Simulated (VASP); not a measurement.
# Settings for Rb: self-consistent run

Rb, Im-3m (no. 229), 1 atom in the cell. PBE; PAW potentials Rb_sv (PBE set). VASP 6.6.1.

Wanted: energy within 0.2 meV/atom; Fermi level within 0.005 eV.

What the run is for: comparing ways to start; Accuracy asked: tight.

POSCAR:
```
Rb
1.0
   -2.8025000000      2.8025000000      2.8025000000
    2.8025000000     -2.8025000000      2.8025000000
    2.8025000000      2.8025000000     -2.8025000000
Rb
1
Direct
    0.0000000000      0.0000000000      0.0000000000
```

## How the run starts (with a second run first, the time holds both)

| How the run starts (with a second run first, the time holds both) | Energy less reference (meV/atom) | Fermi level (eV) | Time (s) |
|---|---|---|---|
| from scratch: 10 SCF iterations | 0.00 | 0.1259 | 12 |
| density of a coarse mesh (ICHARG 1): 10 + 8 SCF iterations | 0.00 | 0.1259 | 13 |
| orbitals of a lower cutoff (ISTART 1): 10 + 5 SCF iterations | 0.00 | 0.1259 | 12 |
| orbitals of a loose run: 6 + 4 SCF iterations | 0.00 | 0.1257 | 11 |

## Question

For each series: keep the first row unless others stay within half of the tolerance and take at least 30 % less time, and then take the fastest.

## Answer

- How the run starts (with a second run first, the time holds both): from scratch: 10 SCF iterations

The chosen settings are those of the reference run.

## The input

INCAR:
```
  ALGO = Normal
  EDIFF = 1E-6
  ENCUT = 400
  GGA = PE
  GGA_COMPAT = F
  ISIF = 2
  ISMEAR = 1
  LASPH = T
  LCHARG = F
  LREAL = F
  LWAVE = F
  NELM = 120
  PREC = Accurate
  SIGMA = 0.1
```

KPOINTS:
```
k-points
0
Gamma
  8 8 8
```

Commands:
```
cat potpaw_PBE.64/Rb_sv/POTCAR > POTCAR
mpirun -np 1 vasp_std > vasp.out
```

The chosen input took VASP 6.6.1 12 s on 1 core (Intel Xeon Platinum 8488C (Sapphire Rapids)), a shared host.

## An input that fails: restart asked without its files

VASP's message: ERROR: charge density could not be read from file CHGCAR for ICHARG>10.

Changes against the starting input:
```
- NELM = 120
+ NELM = 60
+ ICHARG = 11
```
